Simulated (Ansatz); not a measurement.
## Nuclear-site quantities of Ba as the cell is scaled

```
Ba
1.0
     2.31308   -4.01116    0.00000
     2.31308    4.01116    0.00000
     0.00000    0.00000    7.29468
Ba
2
Cartesian
  2.3131 -1.3405 1.8237
  2.3131 1.3405 5.4710
```

Atom numbers follow the list: Ba1, Ba2.

Structure from Materials Project entry mp-56 (possibly hypothetical), not relaxed further.

No spin–orbit coupling, which matters for the heavy atoms here.

Theory: DFT, r2SCAN, all-electron PAW with datasets made for the crystal, scalar-relativistic in Ansatz 0.2.0.

Sampling and basis: a Γ-centred 9×9×5 k mesh, Fermi–Dirac smearing of 0.05 eV, cutoff 220 eV (chosen by the program for this cell), no spin polarisation.

The contact density is the mean electron density over the nuclear volume; its changes follow the s electrons' response to bonding and compression. Changes below are taken from the unscaled cell, where it is 2.06154e+06 e/Å³ at Ba1.

The datasets are made afresh for each cell, so very small changes are uncertain. Scalar relativity leaves out the p1/2 density at heavy nuclei.

Task: Does compression raise or lower the contact density at Ba1?

Result: It raises it, by 4.17 e/Å³ over the whole range.

Task: Tabulate the changes with volume.

Result: 
| V/V(cell) | P (GPa) | Δρ(0) Ba1 (e/Å³) |
| --- | --- | --- |
| 0.9405 | 0.3 | 2.19 |
| 1.0000 | -0.2 | 0.00 |
| 1.0600 | -0.5 | -1.98 |
